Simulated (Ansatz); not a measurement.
**Co under changes of volume**

One of the cells (10.640 Å³/atom); the others are scaled copies at fixed shape and fractional positions:

```
CELL_PARAMETERS angstrom
2.47200 0.00000 0.00000
-1.23600 2.14081 0.00000
0.00000 0.00000 4.02114
ATOMIC_POSITIONS crystal
Co 0.66667 0.33333 0.75000
Co 0.33333 0.66667 0.25000
```

| Property | Result |
| --- | --- |
| Program | Ansatz 0.2.0 |
| Functional | BLYP |
| Dispersion | D4 |
| Potentials or basis | Ansatz PAW |
| Cutoff | 420 eV (not typed: the program's choice for these potentials) |
| k mesh | 12 × 12 × 7 |
| Occupations | fermi-dirac, width 0.05 eV |
| Spin | collinear spin, ferromagnetic start |
| Starting moments | [2.0, 2.0] μB |

```csv
volume (Å³/atom),energy over the lowest point (meV/atom),pressure (GPa),moment (μB per cell)
10.002,34.51,17.4,3.00
10.215,?,?,?
10.427,4.81,6.0,3.08
10.640,0.00,1.5,3.13
10.853,0.85,-2.7,3.18
11.066,6.95,-6.4,3.22
11.279,17.77,-9.8,3.26
```

Q: What does the run at 10.215 Å³/atom give?

A: Energy over the lowest point 15.93 meV/atom; pressure 11.3 GPa; moment 3.03 μB per cell.

Worked out: A Birch-Murnaghan fit of order 3 (a polynomial in V^(-2/3)) to the other rows has its minimum at 10.71 Å³/atom with B0 = V·E''(V) = 211 GPa and B' = 4.3 at fixed shape and positions, which overstates the stiffness. It gives 16.08 meV/atom at 10.215 Å³/atom, against the run's 15.93, and -dE/dV = 11.1 GPa, against 11.3. A straight line through the other rows of the moment, of slope 0.207 μB per Å³/atom, gives 3.04 μB, against the run's 3.03.

Energies are extrapolated to zero smearing.

Caveats: pairwise dispersion overbinds metals, which lowers pressure and volume; the PAW data sets come from PBE, with cores solved anew for the run's functional, which leaves a small shift of forces and pressure.
